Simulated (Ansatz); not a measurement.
# AgBr under compression and expansion

```
Ag Br
1.0
     0.00000    2.92045    2.92045
     2.92045    0.00000    2.92045
     2.92045    2.92045    0.00000
Ag Br
1 1
Direct
  0.00000 0.00000 0.00000
  0.50000 0.50000 0.50000
```

The conventional cell has a = 5.841 Å, b = 5.841 Å, c = 5.841 Å, α = 90.00°, β = 90.00°, γ = 90.00°. Ag (atom 1) is surrounded by 6 Br at 2.92 Å. Br (atom 2) has 6 Ag at 2.92 Å as nearest neighbours.

The structure comes from a relaxation in the same program, started in the rocksalt type, and has space group Fm-3m. Whether it is a known phase or the ground state wasn't checked.

Methods: DFT, PBE, all-electron LAPW, scalar-relativistic (Ansatz 0.2.0); DFT, PBE, PAW with Ansatz's default frozen-core files, scalar-relativistic (Ansatz 0.2.0).

For LAPW: a Γ-centred 13×13×13 k mesh, Fermi–Dirac smearing of 0.03 eV, basis error target 0.25 meV/atom, no spin polarisation. PAW takes a cutoff of 420 eV at this cell. The Ansatz runs share mesh, smearing and spin set-up. Plane-wave (PAW) pressures include the program's estimate of the Pulay term.

The cell above is scaled evenly, with fractional coordinates and shape held.

Question: Estimate the equilibrium volume and bulk modulus that LAPW (all electrons) gives for this fixed shape.

Answer: V0 = 24.91 Å³/atom, B0 = 39 GPa, B0′ = 5.4, from a third-order Birch–Murnaghan fit to these pressures:
```json
{"V/V(cell)": "0.9500", "V (Å³/atom)": "23.663", "P, LAPW (GPa)": "2.28", "P, PAW (GPa)": "2.28", "gap on the k mesh, LAPW (eV)": "0.69", "free energy over the lowest listed, PAW (meV/atom)": "8.4"}
{"V/V(cell)": "0.9750", "V (Å³/atom)": "24.286", "P, LAPW (GPa)": "1.05", "P, PAW (GPa)": "1.05", "gap on the k mesh, LAPW (eV)": "0.70", "free energy over the lowest listed, PAW (meV/atom)": "2.0"}
{"V/V(cell)": "1.0000", "V (Å³/atom)": "24.909", "P, LAPW (GPa)": "0.00", "P, PAW (GPa)": "0.00", "gap on the k mesh, LAPW (eV)": "0.71", "free energy over the lowest listed, PAW (meV/atom)": "0.0"}
{"V/V(cell)": "1.0250", "V (Å³/atom)": "25.531", "P, LAPW (GPa)": "-0.90", "P, PAW (GPa)": "-0.90", "gap on the k mesh, LAPW (eV)": "0.72", "free energy over the lowest listed, PAW (meV/atom)": "1.8"}
{"V/V(cell)": "1.0500", "V (Å³/atom)": "26.154", "P, LAPW (GPa)": "-1.66", "P, PAW (GPa)": "-1.66", "gap on the k mesh, LAPW (eV)": "0.73", "free energy over the lowest listed, PAW (meV/atom)": "6.8"}
```

PAW's V0 lies 0.00 % from the all-electron value and its B0 0.0 %. Symmetry fixes shape and coordinates here, so this is the relaxed modulus.
